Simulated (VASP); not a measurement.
# AlP (F-43m) in VASP: a series of runs

Runs on AlP. Level: PBE. Tasks: single point.

Everything below comes from runs of VASP 6.6.1. Logs are shortened: lines on timing, memory, paths and dates and some standing lists are left out, and cuts for length are marked.

**The experiment to reproduce.**

From a printed reference work, data compilation, for a bulk crystal of AlP at 4.2 K: band gap 2.505 eV (indirect).

The results are compared with them further down.

### 1 Starting point

The structure is cubic, space group F-43m (No. 216). Conventional cell: a = 5.451 Å, b = 5.451 Å, c = 5.451 Å, α = 90.00°, β = 90.00°, γ = 90.00°. Around Al (site symmetry -43m) lie 4 P at 2.36 Å. P (site symmetry -43m) is surrounded by 4 Al at 2.36 Å.

### 2 Single point, PBE

Contents of INCAR:

```
ALGO     = Normal         # electronic algorithm
EDIFF    = 1E-7           # SCF threshold, eV
ENCUT    = 600            # plane-wave cutoff, eV
GGA      = PE             # functional
ISIF     = 2              # what is computed and relaxed
ISMEAR   = 0              # smearing method
LASPH    = T              # aspherical terms in the spheres
LCHARG   = F              # write CHGCAR
LREAL    = F              # projectors in reciprocal space
LWAVE    = F              # write WAVECAR
NBANDS   = 11             # bands
NELM     = 80             # most SCF steps
PREC     = Accurate       # precision mode
SIGMA    = 0.02           # smearing width, eV
```

Contents of KPOINTS:

```
k-points
0
Gamma
  8 8 8
```

Contents of POSCAR:

```
AlP
1.0
    0.0000000000      2.7255000000      2.7255000000
    2.7255000000      0.0000000000      2.7255000000
    2.7255000000      2.7255000000      0.0000000000
Al P
1 1
Direct
    0.0000000000      0.0000000000      0.0000000000
    0.2500000000      0.2500000000      0.2500000000
```

Potentials or basis: VASP PAW PBE potentials, release 64 (Al, P).

Command:

```console
cat potpaw_PBE.64/Al/POTCAR potpaw_PBE.64/P/POTCAR > POTCAR
mpirun -np 1 vasp_std > vasp.out
```

OUTCAR:

```text
EDIFF = 1E-7
   ENCUT = 600
   GGA = PE
   ISIF = 2
   ISMEAR = 0
   LASPH = T
   LREAL = F
   NELM = 80
   PREC = Accurate

 ion  position               nearest neighbor table
   1  0.000  0.000  0.000-   2 2.36   2 2.36   2 2.36   2 2.36
   2  0.250  0.250  0.250-   1 2.36   1 2.36   1 2.36   1 2.36

  LATTYP: Found a face centered cubic cell.
 ALAT       =     5.4510000000

  Lattice vectors:

 A1 = (   0.0000000000,   2.7255000000,   2.7255000000)
 A2 = (   2.7255000000,   0.0000000000,   2.7255000000)
 A3 = (   2.7255000000,   2.7255000000,   0.0000000000)

Analysis of symmetry for initial positions (statically):
=====================================================================
 Subroutine PRICEL returns:
 Original cell was already a primitive cell.

 Routine SETGRP: Setting up the symmetry group for a
 face centered cubic supercell.

 Subroutine GETGRP returns: Found 24 space group operations
 (whereof 24 operations were pure point group operations)
 out of a pool of 48 trial point group operations.

The static configuration has the point symmetry T_d .

Analysis of symmetry for dynamics (positions and initial velocities):
=====================================================================
 Subroutine PRICEL returns:
 Original cell was already a primitive cell.

 Routine SETGRP: Setting up the symmetry group for a
 face centered cubic supercell.

 Subroutine GETGRP returns: Found 24 space group operations
 (whereof 24 operations were pure point group operations)
 out of a pool of 48 trial point group operations.

The dynamic configuration has the point symmetry T_d .

 Subroutine INISYM returns: Found 24 space group operations
 (whereof 24 operations are pure point group operations),
 and found     1 'primitive' translations

----------------------------------------------------------------------------------------

                                     Primitive cell

  volume of cell :      40.4919

  direct lattice vectors                    reciprocal lattice vectors
     0.000000000  2.725500000  2.725500000    -0.183452578  0.183452578  0.183452578
     2.725500000  0.000000000  2.725500000     0.183452578 -0.183452578  0.183452578
     2.725500000  2.725500000  0.000000000     0.183452578  0.183452578 -0.183452578

  length of vectors
     3.854439064  3.854439064  3.854439064     0.317749185  0.317749185  0.317749185

  position of ions in fractional coordinates (direct lattice)
     0.000000000  0.000000000  0.000000000
     0.250000000  0.250000000  0.250000000

  ion indices of the primitive-cell ions
   primitive index   ion index
                 1           1
                 2           2

----------------------------------------------------------------------------------------

 KPOINTS: k-points

Automatic generation of k-mesh.
 Grid dimensions read from file:
 generate k-points for:    8    8    8

 Generating k-lattice:

  Cartesian coordinates                     Fractional coordinates (reciprocal lattice)
    -0.022931572  0.022931572  0.022931572     0.125000000  0.000000000  0.000000000
     0.022931572 -0.022931572  0.022931572     0.000000000  0.125000000  0.000000000
     0.022931572  0.022931572 -0.022931572     0.000000000  0.000000000  0.125000000

  Length of vectors
     0.039718648  0.039718648  0.039718648

  Shift w.r.t. Gamma in fractional coordinates (k-lattice)
     0.000000000  0.000000000  0.000000000

 Subroutine IBZKPT returns following result:
 ===========================================

 Found     29 irreducible k-points:

 Following reciprocal coordinates:
            Coordinates               Weight
  0.000000  0.000000  0.000000      1.000000
  0.125000  0.000000  0.000000      8.000000
  0.250000  0.000000  0.000000      8.000000
  0.375000  0.000000  0.000000      8.000000
  0.500000  0.000000  0.000000      4.000000
  0.125000  0.125000  0.000000      6.000000
[... 16 lines left out ...]
  0.500000  0.250000  0.125000     48.000000
 -0.375000  0.250000  0.125000     24.000000
 [... further k-points ...]
   k-points           NKPTS =     29   k-points in BZ     NKDIM =     29   number of bands    NBANDS=     11
   number of dos      NEDOS =    301   number of ions     NIONS =      2
   total plane-waves  NPLWV =  32768
   dimension x,y,z NGX =    32 NGY =   32 NGZ =   32
   dimension x,y,z NGXF=    64 NGYF=   64 NGZF=   64
   ions per type =               1   1
   NGX,Y,Z   is equivalent  to a cutoff of  13.80, 13.80, 13.80 a.u.
   NGXF,Y,Z  is equivalent  to a cutoff of  27.60, 27.60, 27.60 a.u.
 SYSTEM =  unknown system
   PREC   = accura    normal or accurate (medium, high low for compatibility)
   ISTART =      0    job   : 0-new  1-cont  2-samecut
   ICHARG =      2    charge: 1-file 2-atom 10-const
   ISPIN  =      1    spin polarized calculation?
   LNONCOLLINEAR =      F non collinear calculations
   LSORBIT =      F    spin-orbit coupling
   LASPH  =      T    aspherical Exc in radial PAW
   ENCUT  =  600.0 eV  44.10 Ry    6.64 a.u.   7.70  7.70  7.70*2*pi/ulx,y,z
   NELM   =     80;   NELMIN=  2; NELMDL= -5     # of ELM steps
   EDIFF  = 0.1E-06   stopping-criterion for ELM
   LREAL  =      F    real-space projection
   EDIFFG = 0.1E-05   stopping-criterion for IOM
   NSW    =      0    number of steps for IOM
   IBRION =     -1    ionic relax: 0-MD 1-quasi-New 2-CG
   NFREE  =      0    steps in history (QN), initial steepest desc. (CG)
   ISIF   =      2    stress and relaxation
   ISYM   =      2    0-nonsym 1-usesym 2-fastsym
   POTIM  = 0.5000    time-step for ionic-motion
   TEBEG  =    0.0;   TEEND  =   0.0 temperature during run
   PSTRESS=    0.0 pullay stress
   NELECT =       8.0000    total number of electrons
   NUPDOWN=      -1.0000    fix difference up-down
   EMIN   =  10.00;   EMAX   =-10.00  energy-range for DOS
   EFERMI =   0.00;   METHOD = LEGACY
   ISMEAR =     0;   SIGMA  =   0.02  broadening in eV -4-tet -1-fermi 0-gaus
   EFERMI_NEDOS =   21; number of points for ismear=-14 and -15
   IALGO  =     38    algorithm
   IMIX   =      4    mixing-type and parameters
     AMIX     =   0.40;   BMIX     =  1.00
     AMIX_MAG =   1.60;   BMIX_MAG =  1.00
  volume/ion in A,a.u.               =      20.25       136.63
  Fermi-wavevector in a.u.,A,eV,Ry     =   0.953488  1.801831 12.369596  0.909140
  Thomas-Fermi vector in A             =   2.082148
   LORBIT       =      0    0 simple, 1 ext, 2 COOP (PROOUT), +10 PAW based schemes
   GGA     = PE    functional components
   LHFCALC =     F    Hartree Fock is set to
   AEXX    =    0.0000 exact exchange contribution
   IVDW    =     0    specifies the selected vdW correction
   LEPSILON=     F    determine dielectric tensor
   LRPA    =     F    only Hartree local field effects (RPA)
 non-spin polarized calculation
 Gauss-broadening in eV      SIGMA  =   0.02
  energy-cutoff  :      600.00
  volume of cell :       40.49
 maximum number of plane-waves:      1365
   NGX = 15   NGY = 15   NGZ = 15

 number of electron       8.0000000 magnetization

 Free energy of the ion-electron system (eV)
  ---------------------------------------------------
  ext. energy  EPLUGINS =         0.00000000
  ---------------------------------------------------
  free energy    TOTEN  =       -10.36711299 eV

  energy without entropy =      -10.36711299  energy(sigma->0) =      -10.36711299

 E-fermi :   4.7061     XC(G=0):  -9.2281

 val. band max:        4.6257204275   @ k =   0.0000   0.0000   0.0000
 cond. band min:       6.1953799215   @ k =   0.5000   0.5000   0.0000
 fundamental gap:      1.5696594939
 Fermi energy:         4.7060670029

 k-point     1 :       0.0000    0.0000    0.0000
  band No.  band energies     occupation
      1      -6.9079      2.00000
      2       4.6257      2.00000
      3       4.6257      2.00000
      4       4.6257      2.00000
      5       7.9743      0.00000
      6       9.1943      0.00000
      7       9.1943      0.00000
      8       9.1943      0.00000
      9      13.4661      0.00000
     10      13.4661      0.00000
     11      14.9516      0.00000

 k-point     2 :       0.1250    0.0000    0.0000
  band No.  band energies     occupation
      1      -6.7346      2.00000
      2       3.4015      2.00000
      3       4.4769      2.00000
      4       4.4769      2.00000
      5       8.3693      0.00000
      6       9.4791      0.00000
      7       9.4791      0.00000
      8       9.7405      0.00000
      9      12.9763      0.00000
     10      12.9763      0.00000
     11      15.5824      0.00000

 k-point     3 :       0.2500    0.0000    0.0000
  band No.  band energies     occupation
      1      -6.2465      2.00000
      2       1.4439      2.00000
      3       4.1814      2.00000
      4       4.1814      2.00000
      5       7.9747      0.00000
      6       9.7839      0.00000
      7       9.7839      0.00000
      8      11.5953      0.00000
      9      12.9575      0.00000
     10      12.9575      0.00000
     11      15.0229      0.00000

 k-point     4 :       0.3750    0.0000    0.0000
  band No.  band energies     occupation
      1      -5.5897      2.00000
      2      -0.2068      2.00000
      3       3.9452      2.00000
      4       3.9452      2.00000
      5       7.5960      0.00000
      6       9.5910      0.00000
      7       9.5910      0.00000
      8      12.8181      0.00000
      9      14.3583      0.00000
     10      14.3583      0.00000
     11      15.3086      0.00000
[... 239 lines left out ...]
 k-point    22 :       0.3750    0.2500    0.1250
  band No.  band energies     occupation
      1      -5.8331      2.00000
      2       1.1218      2.00000
      3       2.7210      2.00000
      4       3.7084      2.00000
      5       8.4876      0.00000
      6       9.4794      0.00000
      7      10.0805      0.00000
      8      11.4587      0.00000
      9      13.0009      0.00000
     10      15.4522      0.00000
     11      17.5887      0.00000

 k-point    23 :       0.5000    0.2500    0.1250
  band No.  band energies     occupation
      1      -5.2313      2.00000
      2       0.0030      2.00000
      3       2.1545      2.00000
      4       3.3229      2.00000
      5       8.5871      0.00000
      6       9.4364      0.00000
      7      10.6824      0.00000
      8      11.7547      0.00000
      9      14.1364      0.00000
     10      16.0072      0.00000
     11      17.4865      0.00000

 k-point    24 :      -0.3750    0.2500    0.1250
  band No.  band energies     occupation
      1      -4.9012      2.00000
      2      -0.5614      2.00000
      3       2.0204      2.00000
      4       3.1344      2.00000
      5       8.5832      0.00000
      6       9.1704      0.00000
      7      11.5362      0.00000
      8      12.3524      0.00000
      9      13.6536      0.00000
     10      16.1190      0.00000
     11      17.4030      0.00000

 [... further k-points ...]

------------------------ aborting loop because EDIFF is reached ----------------------------------------

  FORCE on cell =-STRESS in cart. coord.  units (eV):
  Direction    XX          YY          ZZ          XY          YZ          ZX
  --------------------------------------------------------------------------------------
  -------------------------------------------------------------------------------------
  Total        0.6695265      0.6695265      0.6695265      0.0000000      0.0000000      0.0000000
  in kB       26.4916963     26.4916963     26.4916963      0.0000000      0.0000000      0.0000000
  external PRESSURE =      26.4916963 kB  Pullay stress =       0.0000000 kB

 VOLUME and BASIS-vectors are now :
 -----------------------------------------------------------------------------
  energy-cutoff  :      600.00
  volume of cell :       40.49
      direct lattice vectors                 reciprocal lattice vectors
     0.000000000  2.725500000  2.725500000    -0.183452578  0.183452578  0.183452578
     2.725500000  0.000000000  2.725500000     0.183452578 -0.183452578  0.183452578
     2.725500000  2.725500000  0.000000000     0.183452578  0.183452578 -0.183452578

 POSITION                                       TOTAL-FORCE (eV/Angst)
 -----------------------------------------------------------------------------------
      0.00000      0.00000      0.00000         0.000000     -0.000000     -0.000000
      1.36275      1.36275      1.36275        -0.000000      0.000000      0.000000
 -----------------------------------------------------------------------------------
    total drift:                               -0.000000     -0.000000     -0.000000

  FREE ENERGIE OF THE ION-ELECTRON SYSTEM (eV)
  ---------------------------------------------------
  free  energy   TOTEN  =       -10.3671129877 eV

  energy  without entropy=      -10.3671129877  energy(sigma->0) =      -10.36711299
```

Wall time 9.7 s (1 thread of Intel Xeon Platinum 8375C at 2.90GHz (Ice Lake), shared host); peak memory 0.17 GiB.

What came out:

* Free energy: -10.3671 eV
* Pressure: 2.6 GPa
* Band gap on the k mesh: 1.57 eV, indirect (least direct gap 3.35 eV)

### 3 Single point, PBE

Edit INCAR of step 2 so:

```diff
@@ -2,3 +2,3 @@
 EDIFF    = 1E-7           # SCF threshold, eV
-ENCUT    = 600            # plane-wave cutoff, eV
+ENCUT    = 700            # plane-wave cutoff, eV
 GGA      = PE             # functional
```

KPOINTS is that of step 2.

POSCAR is that of step 2.

Potentials or basis: VASP PAW PBE potentials, release 64 (Al, P).

Command:

```console
cat potpaw_PBE.64/Al/POTCAR potpaw_PBE.64/P/POTCAR > POTCAR
mpirun -np 1 vasp_std > vasp.out
```

Run time: 18 s. Hardware: 1 thread of Intel Xeon Platinum 8375C at 2.90GHz (Ice Lake), shared host; peak memory 0.19 GiB.

The run converged. Its results:

| Quantity | Value |
| --- | --- |
| Free energy | -10.3673 eV |
| Pressure | 2.7 GPa |
| Band gap on the k mesh | 1.57 eV, indirect (least direct gap 3.35 eV) |

Levels at points of the mesh, in eV from the valence-band top:
| k point | band 2 | band 3 | band 4 | band 5 | band 6 | band 7 |
| --- | --- | --- | --- | --- | --- | --- |
| (0.00, 0.00, 0.00) | 0.00 | 0.00 | 0.00 | 3.35 | 4.57 | 4.57 |
| (0.50, 0.00, 0.00) | -5.55 | -0.77 | -0.77 | 2.83 | 4.82 | 4.82 |
| (0.50, 0.50, 0.00) | -5.32 | -2.11 | -2.11 | 1.57 | 2.47 | 11.12 |

### 4 Against experiment

Step 2. Against the measured gap of AlP, 2.505 eV (indirect; 4.2 K; a printed reference work, data compilation), the calculated 1.57 eV is off by -0.94 eV. The value is that of PBE on a finite k mesh, which can miss the band edges, without temperature or zero-point motion. Semilocal functionals fall short of measured gaps as a rule.

Step 3. A measured gap of AlP is 2.505 eV (indirect; 4.2 K; a printed reference work, data compilation); the calculated 1.57 eV misses it by -0.94 eV. The value is that of PBE on a finite k mesh, which can miss the band edges, without temperature or zero-point motion. Semilocal functionals fall short of measured gaps as a rule.
